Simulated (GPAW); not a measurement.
# In (I4/mmm) in GPAW: single point with PBE

Aim: the single point of In with PBE.

Everything below comes from runs of GPAW 26.7.0. Logs are shortened: lines on timing, memory, paths and dates and some standing lists are left out, and cuts for length are marked. The log counts tension as positive stress, the text compression.

## (1) The structure

Symmetry: I4/mmm, No. 139, tetragonal system. Conventional cell: a = 3.251 Å, b = 3.251 Å, c = 4.947 Å, α = 90.00°, β = 90.00°, γ = 90.00°. Around In (site symmetry 4/mmm) lie 12 In at 3.25 to 3.38 Å.

## (2) Single point, PBE

run.py reads:

```python
from ase.dft.bandgap import bandgap
from ase.io import read, write
from ase.units import GPa
from gpaw import GPAW, PW

atoms = read('In.xyz')

calc = GPAW(mode=PW(450),
            xc='PBE',
            kpts={'size': (9, 9, 9), 'gamma': True},
            occupations={'name': 'fermi-dirac', 'width': 0.05},
            nbands=14,
            maxiter=120,
            txt='gpaw.txt')
atoms.calc = calc
energy = atoms.get_potential_energy()
forces = atoms.get_forces()
stress = atoms.get_stress()
calc.write('gs.gpw')
write('result.traj', atoms)
print(f'Energy: {energy:.6f} eV')
print('Forces (eV/A):')
print(forces.round(4))
print('Stress (GPa):', (stress / GPa).round(3))
print('Fermi level:', round(calc.get_fermi_level(), 4), 'eV')
print(f'Gap: {bandgap(calc)[0]:.4f} eV, direct: {bandgap(calc, direct=True)[0]:.4f} eV')
```

In.xyz reads:

```xyz
1
Lattice="-1.6254700000 1.6254700000 2.4737000000 1.6254700000 -1.6254700000 2.4737000000 1.6254700000 1.6254700000 -2.4737000000" Properties=species:S:1:pos:R:3 pbc="T T T"
In     0.0000000000      0.0000000000      0.0000000000
```

Potentials or basis: GPAW PAW data sets (gpaw-data 1.2.1), pw.

On the command line:

```bash
> OMP_NUM_THREADS=1 python run.py
```

gpaw.txt:

```text
__  _  _
 | _ |_)|_||  |
 |__||  | ||/\| - 26.7.0

Input parameters:
  mode=PW(ecut=450.00000000000006),
  kpts=MonkhorstPack(size=(9, 9, 9), gamma=True),
  maxiter=120,
  nbands=14,
  occupations=Occupations(name='fermi-dirac', width=0.05),
  xc=XC(name='PBE')

Diagonalizing LCAO Hamiltonian
Converting LCAO to pw mode

       In

Atoms  # Å, Bohr magnetons
|   | symbol |        x |        y |        z |    initial magnetic moments |
|---|--------|----------|----------|----------|-----------------------------|
| 0 |     In | 0.000000 | 0.000000 | 0.000000 | ( 0.0000,  0.0000,  0.0000) |

Unit cell  # Å
| periodic |         x |         y |         z |  lengths |     angles |
|----------|-----------|-----------|-----------|----------|------------|
|      yes | -1.625470 |  1.625470 |  2.473700 | 3.376906 | 122.452932 |
|      yes |  1.625470 | -1.625470 |  2.473700 | 3.376906 | 122.452932 |
|      yes |  1.625470 |  1.625470 | -2.473700 | 3.376906 |  85.801437 |

Number of symmetries: 16
Symmetry operations  # r_c * U_cc + t_c -> r_c
|    | kind |            matrix            |
|----|------|------------------------------|
|  0 |  σ   |  1, 1, 1,  0, 0,-1,  0,-1, 0 |
|  1 |  C4  |  1, 1, 1,  0, 0,-1, -1, 0, 0 |
|  2 |  E   |  1, 0, 0,  0, 1, 0,  0, 0, 1 |
|  3 |  σ   |  1, 0, 0,  0, 1, 0, -1,-1,-1 |
|  4 |  σ   |  0, 1, 0,  1, 0, 0,  0, 0, 1 |
|  5 |  C2  |  0, 1, 0,  1, 0, 0, -1,-1,-1 |
|  6 |  C2  |  0, 0, 1, -1,-1,-1,  1, 0, 0 |
|  7 |  S4  |  0, 0, 1, -1,-1,-1,  0, 1, 0 |
|  8 |  C4  |  0, 0,-1,  1, 1, 1,  0,-1, 0 |
|  9 |  σ   |  0, 0,-1,  1, 1, 1, -1, 0, 0 |
| 10 |  σ   |  0,-1, 0, -1, 0, 0,  1, 1, 1 |
| 11 |  C2  |  0,-1, 0, -1, 0, 0,  0, 0,-1 |
| 12 |  C2  | -1, 0, 0,  0,-1, 0,  1, 1, 1 |
| 13 |  i   | -1, 0, 0,  0,-1, 0,  0, 0,-1 |
| 14 |  S4  | -1,-1,-1,  0, 0, 1,  1, 0, 0 |
| 15 |  C2  | -1,-1,-1,  0, 0, 1,  0, 1, 0 |

BZ-sampling:
  Number of BZ points: 729
  Number of IBZ points: 75

  Monkhorst-Pack size: [9, 9, 9]
  Monkhorst-Pack shift: [0, 0, 0]

K-points  # in reciprocal-cell coordinates
|     |                                coordinates |     weight |
|-----|--------------------------------------------|------------|
|   0 | (  0.00000000,   0.00000000,   0.00000000) | 0.00137174 |
|   1 | (  0.11111111,  -0.11111111,   0.00000000) | 0.00548697 |
|   2 | (  0.11111111,  -0.11111111,   0.11111111) | 0.00548697 |
|   3 | (  0.11111111,   0.00000000,   0.00000000) | 0.01097394 |
|   4 | (  0.11111111,   0.11111111,  -0.11111111) | 0.00274348 |
|   5 | (  0.22222222,  -0.22222222,   0.00000000) | 0.00548697 |
|   6 | (  0.22222222,  -0.22222222,   0.11111111) | 0.01097394 |
|   7 | (  0.22222222,  -0.22222222,   0.22222222) | 0.00548697 |
|   8 | (  0.22222222,  -0.11111111,   0.00000000) | 0.02194787 |
|   9 | (  0.22222222,  -0.11111111,   0.11111111) | 0.01097394 |
| ... |                                            |            |
|  74 | (  0.44444444,   0.44444444,   0.44444444) | 0.01097394 |

Plane wave coefficients: 584
Cutoff: 450.00000000000006 eV

Spin-components: 1 (collinear spins)
Bands:           14
Projectors:      6
Spin-degeneracy: 2
Datatype:        complex128

Parallelization:
  kpt:    1
  domain: 1
  band:   1

Density:
  Valence electrons: 13.0
  Components: 1
  Grid points: [18 18 18]
  Charge: 0.0  # |e|

Potential:
  Grid points: [18 18 18]

species:
  In:
    name:    Indium
    Z:       49.0
    valence: 13
    core:    36
    charge:  0.0  # [|e|]
    compensation charges:
      type: gauss
      rc: 0.36  # [Å]
      lmax: 2
    cutoffs:
      filter: 2.09  # [Å]
      core: 2.48  # [Å]
    projectors
    | kind |    occ | energy [eV] | rcut [Å] |
    |------|--------|-------------|----------|
    |   5s |  2.000 |      -8.203 |    1.185 |
    |   5p |  1.000 |      -2.521 |    1.244 |
    |   4d | 10.000 |     -18.629 |    1.148 |
    |    s |        |      19.008 |    1.185 |
    |    p |        |      24.691 |    1.244 |
    |    d |        |       8.583 |    1.148 |

    Using partial waves for In as LCAO basis

Reference energy: -159975.419660  # eV

eigensolver:
  PPCG
  Converge bands: occupied
  niter=2

density mixing:
  MSR1-Mixer
  Pratt-step length: 0.05
  Maximum mixing coefficient: 0.75
  Old densities: 10
  SVD Regularization: 0.005
  Good broyden scale: 1.0
  Trust region scale: 1.0
  Backstep threshold: 4.0
  History deletion threshold: 6.0
  Fourier metric: weight=20.0, sigma=0.015

occupation numbers:
  Fermi-Dirac:
    width: 0.0500  # eV

poisson solver:
  ecut: 3600.0000000000005  # eV

xc functional:
  name: PBE with 2 nearest neighbor stencil

convergence criteria:
- Maximum [total energy] change in last 3 cyles: 0.0005 eV / valence electron
- Maximum integral of absolute [dens]ity change: 0.0001 electrons / valence electron
- Maximum integral of absolute [eigenst]ate change: 4e-08 eV^2 / valence electron
maximum number of iterations: 120

SCF iterations
|iter     | |      energy | eigst |  dens |
|---------|-|-------------|-------|-------|
|iter:   1| |   -2.739835 | -0.73 |       |
|iter:   2| |   -2.735971 | -2.54 | -1.58 |
|iter:   3| |   -2.707829 | -2.78 | -1.61 |
|iter:   4| |   -2.707360 | -3.82 | -2.08 |
|iter:   5| |   -2.707489c| -4.48 | -2.67 |
|iter:   6| |   -2.707495c| -6.16 | -3.76 |
|iter:   7| |   -2.707496c| -7.08 | -4.25c|
|iter:   8| |   -2.707496c| -8.19c| -5.26c|

Converged in 8 steps
Energy contributions relative to reference atoms: (reference = -159975.419660)

Energy contributions:
  Kinetic:          12.161359
  Coulomb:         -11.121685
  Zero:              0.237764
  External:          0.000000
  Xc:               -3.982377
  Entropy:          -0.005114
  Spinorbit:         0.000000
  ----------------------------
  Free energy:      -2.710053
  Extrapolated:     -2.707496

dipole moment: (-5.491660, -5.491660, -8.357410)  # |e|*Ang

Fermi level: 7.044
Eigenvalues  # (at kpt = [0.000, 0.000, 0.000])
| band index |      eig [eV] | occ [0-2] |
|------------|---------------|-----------|
|          0 |        -7.622 |     2.000 |
|          1 |        -7.516 |     2.000 |
|          2 |        -7.516 |     2.000 |
|          3 |        -7.434 |     2.000 |
|          4 |        -7.326 |     2.000 |
|          5 |        -2.561 |     2.000 |
|          6 |        17.508 |     0.000 |
|          7 |        17.508 |     0.000 |
|          8 |        17.675 |     0.000 |
|          9 |        18.639 |     0.000 |
|         10 |        20.935 |     0.000 |
|         11 |        21.065 |     0.000 |
|         12 |        21.065 |     0.000 |
|         13 |        22.382 |     0.000 |

No gap
No difference between direct/indirect transitions

Forces  # eV/Ang
|        x |       y |       z |
|----------|---------|---------|
| -0.00000 | 0.00000 | 0.00000 |  # In   0

Stress tensor  # eV/Ang^3
|        x |        y |        z |
|----------|----------|----------|
| 0.001742 | 0.000000 | 0.000000 |
| 0.000000 | 0.001742 | 0.000000 |
| 0.000000 | 0.000000 | 0.000944 |

# Writing to gs.gpw (mode='')
```

Wall time 15 s (1 thread of Arm Neoverse V1, shared host); peak memory 0.14 GiB.

Results:

| Item | Value |
| --- | --- |
| Free energy | -2.7101 eV |
| Pressure | -0.2 GPa |
| Band gap on the k mesh | none (metal or under the smearing width) |

Levels at points of the mesh, in eV from the Fermi level:
| k point | band 3 | band 4 | band 5 | band 6 | band 7 | band 8 | band 9 | band 10 |
| --- | --- | --- | --- | --- | --- | --- | --- | --- |
| (0.00, 0.00, 0.00) | -14.56 | -14.48 | -14.37 | -9.60 | 10.46 | 10.46 | 10.63 | 11.59 |

Caveat: the cutoff is short for stress and forces, so pressures can be off by a GPa or more.
